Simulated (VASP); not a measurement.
# ZnO (zincite) (P6_3mc) in VASP: further runs

The runs below take ZnO (zincite) through electric field gradients, with PBEsol, PBE, r2SCAN.

All numbers are computed with VASP 6.6.1; they aren't measurements. Logs are shortened: lines on timing, memory, paths and dates and some standing lists are left out, and cuts for length are marked.

**What was measured.**

From “Electronic structure of alkaline earth and post-transition metal oxides”, 2009, arxiv:0908.1581, for a bulk crystal of ZnO: band gap 3.37 eV.

The runs below are set against these values where they give the same quantity.

## (1) Starting point

It takes space group P6_3mc (No. 186, hexagonal). Conventional cell: a = 3.249 Å, b = 3.249 Å, c = 5.206 Å, α = 90.00°, β = 90.00°, γ = 120.00°. Zn (site symmetry 3m) has 4 O at 1.97 to 1.98 Å as nearest neighbours. O (site symmetry 3m) has 4 Zn at 1.97 to 1.98 Å as nearest neighbours.

## (2) Electric field gradients, PBEsol

Contents of INCAR:

```
  PREC = Accurate
  ENCUT = 520
  EDIFF = 1E-7
  ISMEAR = -1
  SIGMA = 0.02
  LREAL = False
  LASPH = True
  NELM = 60
  ALGO = Normal
  ISIF = 2
  LWAVE = False
  LCHARG = False
  GGA = PS
  LEFG = True
```

Contents of KPOINTS:

```
regular mesh
0
Gamma
  12 12 7
```

Contents of POSCAR:

```
ZnO
1.0
    3.2493080000      0.0000000000      0.0000000000
   -1.6246540000      2.8139832727      0.0000000000
    0.0000000000      0.0000000000      5.2057090000
Zn O
2 2
Direct
    0.3333333333      0.6666666667      0.5000000000
    0.6666666667      0.3333333333      0.0000000000
    0.6666666667      0.3333333333      0.3790100000
    0.3333333333      0.6666666667      0.8790100000
```

Potentials or basis: VASP PAW PBE potentials, release 64 (Zn, O).

Started as:

```bash
$ cat potpaw_PBE.64/Zn/POTCAR potpaw_PBE.64/O/POTCAR > POTCAR
$ mpirun -np 1 vasp_std > vasp.out
```

OUTCAR:

```text
PREC = Accurate
   ENCUT = 520
   EDIFF = 1E-7
   ISMEAR = -1
   LREAL = False
   LASPH = True
   NELM = 60
   ISIF = 2
   GGA = PS

 ion  position               nearest neighbor table
   1  0.333  0.667  0.500-   4 1.97   3 1.98   3 1.98   3 1.98
   2  0.667  0.333  0.000-   3 1.97   4 1.98   4 1.98   4 1.98
   3  0.667  0.333  0.379-   2 1.97   1 1.98   1 1.98   1 1.98
   4  0.333  0.667  0.879-   1 1.97   2 1.98   2 1.98   2 1.98

  LATTYP: Found a hexagonal cell.
 ALAT       =     3.2493080000
 C/A-ratio  =     1.6020977390

  Lattice vectors:

 A1 = (   3.2493080000,   0.0000000000,   0.0000000000)
 A2 = (  -1.6246540000,   2.8139832727,   0.0000000000)
 A3 = (   0.0000000000,   0.0000000000,   5.2057090000)

Analysis of symmetry for initial positions (statically):
=====================================================================
 Subroutine PRICEL returns:
 Original cell was already a primitive cell.

 Routine SETGRP: Setting up the symmetry group for a
 hexagonal supercell.

 Subroutine GETGRP returns: Found 12 space group operations
 (whereof  6 operations were pure point group operations)
 out of a pool of 24 trial point group operations.

The static configuration has the point symmetry C_3v.
 The point group associated with its full space group is C_6v.

Analysis of symmetry for dynamics (positions and initial velocities):
=====================================================================
 Subroutine PRICEL returns:
 Original cell was already a primitive cell.

 Routine SETGRP: Setting up the symmetry group for a
 hexagonal supercell.

 Subroutine GETGRP returns: Found 12 space group operations
 (whereof  6 operations were pure point group operations)
 out of a pool of 24 trial point group operations.

The dynamic configuration has the point symmetry C_3v.
 The point group associated with its full space group is C_6v.

 Subroutine INISYM returns: Found 12 space group operations
 (whereof  6 operations are pure point group operations),
 and found     1 'primitive' translations

----------------------------------------------------------------------------------------

                                     Primitive cell

  volume of cell :      47.5984

  direct lattice vectors                    reciprocal lattice vectors
     3.249308000  0.000000000  0.000000000     0.307757836  0.177684070  0.000000000
    -1.624654000  2.813983273  0.000000000     0.000000000  0.355368139  0.000000000
     0.000000000  0.000000000  5.205709000     0.000000000  0.000000000  0.192096792

  length of vectors
     3.249308000  3.249308000  5.205709000     0.355368139  0.355368139  0.192096792

  position of ions in fractional coordinates (direct lattice)
     0.333333333  0.666666667  0.500000000
     0.666666667  0.333333333  0.000000000
     0.666666667  0.333333333  0.379010000
     0.333333333  0.666666667  0.879010000

  ion indices of the primitive-cell ions
   primitive index   ion index
                 1           1
                 2           2
                 3           3
                 4           4

----------------------------------------------------------------------------------------

 KPOINTS: regular mesh

Automatic generation of k-mesh.
 Grid dimensions read from file:
 generate k-points for:   12   12    7

 Generating k-lattice:

  Cartesian coordinates                     Fractional coordinates (reciprocal lattice)
     0.025646486  0.014807006  0.000000000     0.083333333  0.000000000  0.000000000
     0.000000000  0.029614012  0.000000000     0.000000000  0.083333333  0.000000000
     0.000000000  0.000000000  0.027442399     0.000000000  0.000000000  0.142857143

  Length of vectors
     0.029614012  0.029614012  0.027442399

[... 39 lines left out ...]
   dimension x,y,z NGXF=    48 NGYF=   48 NGZF=   80
   ions per type =               2   2
   NGX,Y,Z   is equivalent  to a cutoff of  12.28, 12.28, 12.77 a.u.
   NGXF,Y,Z  is equivalent  to a cutoff of  24.56, 24.56, 25.55 a.u.
 SYSTEM =  unknown system
   PREC   = accura    normal or accurate (medium, high low for compatibility)
   ISTART =      0    job   : 0-new  1-cont  2-samecut
   ICHARG =      2    charge: 1-file 2-atom 10-const
   ISPIN  =      1    spin polarized calculation?
   LNONCOLLINEAR =      F non collinear calculations
   LSORBIT =      F    spin-orbit coupling
   LASPH  =      T    aspherical Exc in radial PAW
   ENCUT  =  520.0 eV  38.22 Ry    6.18 a.u.   6.04  6.04  9.68*2*pi/ulx,y,z
   NELM   =     60;   NELMIN=  2; NELMDL= -5     # of ELM steps
   EDIFF  = 0.1E-06   stopping-criterion for ELM
   LREAL  =      F    real-space projection
   EDIFFG = 0.1E-05   stopping-criterion for IOM
   NSW    =      0    number of steps for IOM
   IBRION =     -1    ionic relax: 0-MD 1-quasi-New 2-CG
   NFREE  =      0    steps in history (QN), initial steepest desc. (CG)
   ISIF   =      2    stress and relaxation
   ISYM   =      2    0-nonsym 1-usesym 2-fastsym
   POTIM  = 0.5000    time-step for ionic-motion
   TEBEG  =    0.0;   TEEND  =   0.0 temperature during run
   PSTRESS=    0.0 pullay stress
   NELECT =      36.0000    total number of electrons
   NUPDOWN=      -1.0000    fix difference up-down
   EMIN   =  10.00;   EMAX   =-10.00  energy-range for DOS
   EFERMI =   0.00;   METHOD = LEGACY
   ISMEAR =    -1;   SIGMA  =   0.02  broadening in eV -4-tet -1-fermi 0-gaus
   EFERMI_NEDOS =   21; number of points for ismear=-14 and -15
   IALGO  =     38    algorithm
   IMIX   =      4    mixing-type and parameters
     AMIX     =   0.40;   BMIX     =  1.00
     AMIX_MAG =   1.60;   BMIX_MAG =  1.00
  volume/ion in A,a.u.               =      11.90        80.30
  Fermi-wavevector in a.u.,A,eV,Ry     =   1.491574  2.818667 30.270160  2.224794
  Thomas-Fermi vector in A             =   2.604212
   LORBIT       =      0    0 simple, 1 ext, 2 COOP (PROOUT), +10 PAW based schemes
   GGA     = PS    functional components
   LHFCALC =     F    Hartree Fock is set to
   AEXX    =    0.0000 exact exchange contribution
   IVDW    =     0    specifies the selected vdW correction
   LEPSILON=     F    determine dielectric tensor
   LRPA    =     F    only Hartree local field effects (RPA)
 non-spin polarized calculation
  energy-cutoff  :      520.00
  volume of cell :       47.60
 maximum number of plane-waves:      1317
   NGX = 13   NGY = 13   NGZ = 19

 number of electron      36.0000017 magnetization

 Free energy of the ion-electron system (eV)
  ---------------------------------------------------
  ext. energy  EPLUGINS =         0.00000000
  ---------------------------------------------------
  free energy    TOTEN  =       -19.41061299 eV

  energy without entropy =      -19.41061299  energy(sigma->0) =      -19.41061299

 E-fermi :   1.3954     XC(G=0): -11.1856

 val. band max:        1.0453988972   @ k =   0.0000   0.0000   0.0000
 cond. band min:       1.7315186469   @ k =   0.0000   0.0000   0.0000
 fundamental gap:      0.6861197496
 Fermi energy:         1.3953804466

 k-point     1 :       0.0000    0.0000    0.0000
  band No.  band energies     occupation
      1     -16.9926      2.00000
      2     -16.2411      2.00000
      3      -4.6597      2.00000
      4      -4.6597      2.00000
      5      -4.6593      2.00000
      6      -4.6202      2.00000
[... 589 lines left out ...]
     21       9.1683      0.00000
     22       9.7594      0.00000

 [... further k-points ...]

------------------------ aborting loop because EDIFF is reached ----------------------------------------

  FORCE on cell =-STRESS in cart. coord.  units (eV):
  Direction    XX          YY          ZZ          XY          YZ          ZX
  --------------------------------------------------------------------------------------
  -------------------------------------------------------------------------------------
  Total       -0.3114131     -0.3114131      0.2014506      0.0000000      0.0000000      0.0000000
  in kB      -10.4822651    -10.4822651      6.7808914      0.0000000      0.0000000      0.0000000
  external PRESSURE =      -4.7278796 kB  Pullay stress =       0.0000000 kB

 VOLUME and BASIS-vectors are now :
 -----------------------------------------------------------------------------
  energy-cutoff  :      520.00
  volume of cell :       47.60
      direct lattice vectors                 reciprocal lattice vectors
     3.249308000  0.000000000  0.000000000     0.307757836  0.177684070  0.000000000
    -1.624654000  2.813983273  0.000000000     0.000000000  0.355368139  0.000000000
     0.000000000  0.000000000  5.205709000     0.000000000  0.000000000  0.192096792

 POSITION                                       TOTAL-FORCE (eV/Angst)
 -----------------------------------------------------------------------------------
     -0.00000      1.87599      2.60285        -0.000000      0.000000     -0.065229
      1.62465      0.93799      0.00000         0.000000     -0.000000     -0.065229
      1.62465      0.93799      1.97302        -0.000000      0.000000      0.065229
     -0.00000      1.87599      4.57587         0.000000     -0.000000      0.065229
 -----------------------------------------------------------------------------------
    total drift:                               -0.000000     -0.000000     -0.000696

  FREE ENERGIE OF THE ION-ELECTRON SYSTEM (eV)
  ---------------------------------------------------
  free  energy   TOTEN  =       -19.4106129872 eV

  energy  without entropy=      -19.4106129871  energy(sigma->0) =      -19.41061299

 Electric field gradients (V/A^2)
---------------------------------------------------------------------
 ion       V_xx      V_yy      V_zz      V_xy      V_xz      V_yz
---------------------------------------------------------------------
   1      -0.420    -0.422     0.842    -0.001    -0.000     0.000
   2      -0.420    -0.422     0.842    -0.001     0.000    -0.000
   3       0.959     0.955    -1.914    -0.004    -0.000     0.000
   4       0.959     0.955    -1.914    -0.004     0.000    -0.000
---------------------------------------------------------------------

 Electric field gradients after diagonalization (V/A^2)
 (convention: |V_zz| > |V_xx| > |V_yy|)
----------------------------------------------------------------------
 ion       V_xx      V_yy      V_zz     asymmetry (V_yy - V_xx)/ V_zz
----------------------------------------------------------------------
   1      -0.422    -0.420     0.842       0.003
   2      -0.422    -0.420     0.842       0.003
   3       0.961     0.953    -1.914       0.004
   4       0.961     0.953    -1.914       0.004
----------------------------------------------------------------------

           NMR quadrupolar parameters

 Cq : quadrupolar parameter    Cq=e*Q*V_zz/h
 eta: asymmetry parameters     (V_yy - V_xx)/ V_zz
 Q  : nuclear electric quadrupole moment in mb (millibarn)
----------------------------------------------------------------------
 ion       Cq(MHz)       eta       Q (mb)
----------------------------------------------------------------------
   1       0.002       0.003       1.000
   2       0.002       0.003       1.000
   3      -0.005       0.004       1.000
   4      -0.005       0.004       1.000
----------------------------------------------------------------------
```

Run time: 28 s. Hardware: 1 thread of Intel Xeon 6975P-C (Granite Rapids), shared host; peak memory 0.2 GiB.

Results:

```
Free energy            : -19.4106 eV
Pressure               : -0.5 GPa
Largest force          : 0.065 eV/Å
Band gap on the k mesh : 0.69 eV, direct
```

Forces in eV/Å, atoms in the order of the input:
```
Zn   0.000  0.000 -0.065
Zn   0.000  0.000 -0.065
O    0.000  0.000  0.065
O    0.000  0.000  0.065
```

Electric field gradients, principal values (V/Å²):
| atom | Vxx | Vyy | Vzz |
| --- | --- | --- | --- |
| 1 Zn | -0.420 | -0.422 | 0.842 |
| 2 Zn | -0.420 | -0.422 | 0.842 |
| 3 O | 0.953 | 0.961 | -1.914 |
| 4 O | 0.953 | 0.961 | -1.914 |

Caveat: the PAW data sets were made with another functional, which shifts forces and pressure a little.

## (3) Electric field gradients, PBEsol

Edit INCAR of step 2 so:

```diff
@@ -1,3 +1,3 @@
   PREC = Accurate
-  ENCUT = 520
+  ENCUT = 700
   EDIFF = 1E-7
```

Contents of KPOINTS:

```
regular mesh
0
Gamma
  8 8 5
```

POSCAR is that of step 2.

Potentials or basis: VASP PAW PBE potentials, release 64 (Zn, O).

Started as:

```bash
$ cat potpaw_PBE.64/Zn/POTCAR potpaw_PBE.64/O/POTCAR > POTCAR
$ mpirun -np 1 vasp_std > vasp.out
```

OUTCAR:

```text
PREC = Accurate
   ENCUT = 700
   EDIFF = 1E-7
   ISMEAR = -1
   LREAL = False
   LASPH = True
   NELM = 60
   ISIF = 2
   GGA = PS

 ion  position               nearest neighbor table
   1  0.333  0.667  0.500-   4 1.97   3 1.98   3 1.98   3 1.98
   2  0.667  0.333  0.000-   3 1.97   4 1.98   4 1.98   4 1.98
   3  0.667  0.333  0.379-   2 1.97   1 1.98   1 1.98   1 1.98
   4  0.333  0.667  0.879-   1 1.97   2 1.98   2 1.98   2 1.98

  LATTYP: Found a hexagonal cell.
 ALAT       =     3.2493080000
 C/A-ratio  =     1.6020977390

  Lattice vectors:

 A1 = (   3.2493080000,   0.0000000000,   0.0000000000)
 A2 = (  -1.6246540000,   2.8139832727,   0.0000000000)
 A3 = (   0.0000000000,   0.0000000000,   5.2057090000)

Analysis of symmetry for initial positions (statically):
=====================================================================
 Subroutine PRICEL returns:
 Original cell was already a primitive cell.

 Routine SETGRP: Setting up the symmetry group for a
 hexagonal supercell.

[... 803 lines left out ...]
     -0.00000      1.87599      2.60285         0.000000     -0.000000     -0.065007
      1.62465      0.93799      0.00000        -0.000000      0.000000     -0.065007
      1.62465      0.93799      1.97302        -0.000000      0.000000      0.065007
     -0.00000      1.87599      4.57587        -0.000000      0.000000      0.065007
 -----------------------------------------------------------------------------------
    total drift:                                0.000000      0.000000     -0.000825

  FREE ENERGIE OF THE ION-ELECTRON SYSTEM (eV)
  ---------------------------------------------------
  free  energy   TOTEN  =       -19.4179312776 eV

  energy  without entropy=      -19.4179312774  energy(sigma->0) =      -19.41793128

 Electric field gradients (V/A^2)
---------------------------------------------------------------------
 ion       V_xx      V_yy      V_zz      V_xy      V_xz      V_yz
---------------------------------------------------------------------
   1      -0.425    -0.423     0.847     0.002    -0.000     0.000
   2      -0.425    -0.423     0.847     0.002     0.000    -0.000
   3       0.938     0.938    -1.876     0.000    -0.000     0.000
   4       0.938     0.938    -1.876     0.000     0.000    -0.000
---------------------------------------------------------------------

 Electric field gradients after diagonalization (V/A^2)
 (convention: |V_zz| > |V_xx| > |V_yy|)
----------------------------------------------------------------------
 ion       V_xx      V_yy      V_zz     asymmetry (V_yy - V_xx)/ V_zz
----------------------------------------------------------------------
   1      -0.426    -0.422     0.847       0.005
   2      -0.426    -0.422     0.847       0.005
   3       0.939     0.938    -1.876       0.000
   4       0.939     0.938    -1.876       0.000
----------------------------------------------------------------------

           NMR quadrupolar parameters

 Cq : quadrupolar parameter    Cq=e*Q*V_zz/h
 eta: asymmetry parameters     (V_yy - V_xx)/ V_zz
 Q  : nuclear electric quadrupole moment in mb (millibarn)
----------------------------------------------------------------------
 ion       Cq(MHz)       eta       Q (mb)
----------------------------------------------------------------------
   1       0.002       0.005       1.000
   2       0.002       0.005       1.000
   3      -0.005       0.000       1.000
   4      -0.005       0.000       1.000
----------------------------------------------------------------------
```

stdout:

```text
POSCAR found type information on POSCAR ZnO
 POSCAR found :  2 types and       4 ions
 scaLAPACK will be used
 -----------------------------------------------------------------------------
|                                                                             |
|                                                                             |
|     You enforced a specific xc type in the INCAR file but a different       |
|     I HOPE YOU KNOW WHAT YOU ARE DOING!                                     |
|                                                                             |
 -----------------------------------------------------------------------------

 LDA part: xc-table for (Slater+PW92), standard interpolation
 POSCAR, INCAR and KPOINTS ok, starting setup
 FFT: planning ... GRIDC
 FFT: planning ... GRID_SOFT
 FFT: planning ... GRID
 WAVECAR not read
 entering main loop
ion   1

ion   2

ion   3

ion   4
```

It took 22 s on 1 thread of Intel Xeon 6975P-C (Granite Rapids), shared host; peak memory 0.2 GiB.

What came out:

| Item | Value |
| --- | --- |
| Free energy | -19.4179 eV |
| Pressure | -0.6 GPa |
| Largest force | 0.065 eV/Å |
| Band gap on the k mesh | 0.69 eV, direct |

Forces in eV/Å, atoms in the order of the input:
```
Zn   0.000  0.000 -0.065
Zn   0.000  0.000 -0.065
O    0.000  0.000  0.065
O    0.000  0.000  0.065
```

Electric field gradients, principal values (V/Å²):
```tsv
atom	Vxx	Vyy	Vzz
1 Zn	-0.422	-0.426	0.847
2 Zn	-0.422	-0.426	0.847
3 O	0.938	0.939	-1.876
4 O	0.938	0.939	-1.876
```

Caveat: the PAW data sets were made with another functional, which shifts forces and pressure a little.

[end of part 1 of 3]
